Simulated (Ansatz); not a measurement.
**C under changes of volume**

One of the cells (5.672 Å³/atom); the others are scaled copies at fixed shape and fractional positions:

```
C
1.0
     0.00000    1.78337    1.78337
     1.78337    0.00000    1.78337
     1.78337    1.78337    0.00000
C
2
Direct
  0.75000 0.75000 0.75000
  0.50000 0.50000 0.50000
```

This isn't the form of C at room conditions, which is graphite.

| Quantity | Value |
| --- | --- |
| Program | Ansatz 0.2.0 |
| Functional | PBE |
| Dispersion | D3(BJ) |
| Potentials or basis | Ansatz PAW |
| Cutoff | 420 eV (not typed: the program's choice for these potentials) |
| k mesh | 13 × 13 × 13 |
| Occupations | fermi-dirac, width 0.05 eV |
| Spin | no spin polarisation |

```csv
volume (Å³/atom),energy over the lowest point (meV/atom),pressure (GPa),gap on the mesh (eV)
5.332,22.46,26.1,4.29
5.445,7.85,15.3,4.24
5.558,0.62,5.4,4.20
5.672,0.00,-3.6,4.15
5.785,5.50,-11.8,4.11
5.899,?,?,?
6.012,32.56,-26.0,4.03
```

**Question.** What does the run at 5.899 Å³/atom give?

**Answer.** Energy over the lowest point 16.50 meV/atom; pressure -19.2 GPa; gap on the mesh 4.07 eV.

Worked out: A Birch-Murnaghan fit of order 3 (a polynomial in V^(-2/3)) to the other rows has its minimum at 5.63 Å³/atom with B0 = V·E''(V) = 443 GPa and B' = 3.8. It gives 16.58 meV/atom at 5.899 Å³/atom, against the run's 16.50, and -dE/dV = -19.2 GPa, against -19.2. A straight line through the other rows of the gap, of slope -2.16 eV per unit of ln V, gives 4.07 eV, against the run's 4.07.

Energies are extrapolated to zero smearing.

Caveats: odd divisions of the mesh miss points on the zone boundary, where band edges often lie, so the gap on the mesh can be too wide.

A mesh can miss the band edges.
